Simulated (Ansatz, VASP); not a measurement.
# Two plane-wave programs on TiC

INCAR

```
SYSTEM = TiC
PREC = Accurate
ENCUT = 600
EDIFF = 1E-7
ISMEAR = 0
SIGMA = 0.1
LREAL = .FALSE.
LASPH = .TRUE.
NELM = 60
ALGO = Normal
ISIF = 3
LWAVE = .FALSE.
LCHARG = .FALSE.
GGA = CA
IBRION = 2
NSW = 70
EDIFFG = -0.005
```

KPOINTS

```
Automatic mesh
0
G
  12 12 12
  0 0 0
```

The input POSCAR:

```
TiC
1.0
    0.0000000000      2.1593000000      2.1593000000
    2.1593000000      0.0000000000      2.1593000000
    2.1593000000      2.1593000000      0.0000000000
Ti C
1 1
Direct
    0.0000000000      0.0000000000      0.0000000000
    0.5000000000      0.5000000000      0.5000000000
```

Input for Ansatz:

```yaml
crystal:
  lattice:
    - [0.0, 2.1593, 2.1593]
    - [2.1593, 0.0, 2.1593]
    - [2.1593, 2.1593, 0.0]
  atoms:
    - { symbol: Ti, position: [0.0, 0.0, 0.0] }
    - { symbol: C, position: [0.5, 0.5, 0.5] }
basis:
  ecutwfc: 420
kpoints:
  mp_grid: { grid: [12, 12, 12] }
scf:
  occupations: { method: gaussian, width: 0.1 }
  n_extra_bands: 4
hamiltonian:
  xc: lda
  pseudopotentials: { kind: paw, azcp: { folder: soft_1 } }
output:
  eigenvalues: true
  forces: true
  stress: true
relax:
  f_tol: 0.005
  max_steps: 50
  cell: {}
```

Alike in both runs: task relaxation of cell and atoms; functional LDA; k mesh 12 × 12 × 12; occupations gaussian, width 0.1 eV; no spin polarisation.

```csv
,VASP,Ansatz
version,VASP 6.6.1,Ansatz 0.2.0
potentials or method,"VASP PAW LDA potentials, release 64 (Ti_sv, C)","plane-wave PAW, scalar-relativistic"
plane-wave cutoff (eV),600,420
valence electrons in the cell,16,16
```

```csv
,VASP,Ansatz,Ansatz less VASP
relaxed volume (Å³/atom),9.69,9.67,-0.017
relaxed cell length with the largest relative difference (Å),3.015,3.013,-0.0018
energy change over the relaxation (meV/atom),-12,-14,-1.4
```

Ansatz warned: «pseudo_functional_mismatch».

LDA usually gives volumes a few per cent too small. Zero-point motion and thermal expansion aren't in these numbers.
